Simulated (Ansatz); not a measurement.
# Ni: the cost of one run

Program: Ansatz 0.2.0. Level of theory: DFT PBE, with the methods named in each step. These are calculated values, not measurements.

This is Ni in the bcc structure; at room conditions it is fcc.

**1. The starting structure**

The structure is cubic, space group Im-3m (No. 229). Conventional cell: a = 2.767 Å, b = 2.767 Å, c = 2.767 Å, α = 90.00°, β = 90.00°, γ = 90.00°. Around Ni (site symmetry m-3m) lie 8 Ni at 2.40 Å.

Coordinates:

```
CELL_PARAMETERS angstrom
-1.38372 1.38372 1.38372
1.38372 -1.38372 1.38372
1.38372 1.38372 -1.38372
ATOMIC_POSITIONS crystal
Ni 0.00000 0.00000 0.00000
```

Where an Elk run is restarted with further inputs, its INFO.OUT and LSJ.OUT are those of the last start.

The cell forces parallel moments, which needn't be the real order.

Elk's input and logs are in atomic units (hartree, bohr).

**2. Collinear moments, PAW**

input.yaml reads:

```yaml
crystal:
  lattice:
    - [-1.38371547, 1.38371547, 1.38371547]
    - [1.38371547, -1.38371547, 1.38371547]
    - [1.38371547, 1.38371547, -1.38371547]
  atoms:
    - { symbol: Ni, position: [0.0, 0.0, 0.0], spin: 1.5 }
magnetization:
  spin_polarized: true
kpoints:
  mp_grid: { grid: [14, 14, 14] }
scf:
  occupations: { method: fermi_dirac, width: 0.05 }
  lower_state_search: "off"
hamiltonian:
  xc: pbe
  pseudopotentials: { kind: paw }
output:
  forces: true
  stress: true
  eigenvalues: true
```

On the command line:

```
$ ansatz run input.yaml --threads 2 --pin off --max-ram 3072MiB --backend cpu --events-out ev --progress --plain --runs-dir out
```

Q: Estimate wall time and peak memory on 2 threads of Intel Xeon 6975P-C (Granite Rapids), shared host.

About 1.1 s, with a peak of 0.32 GiB.
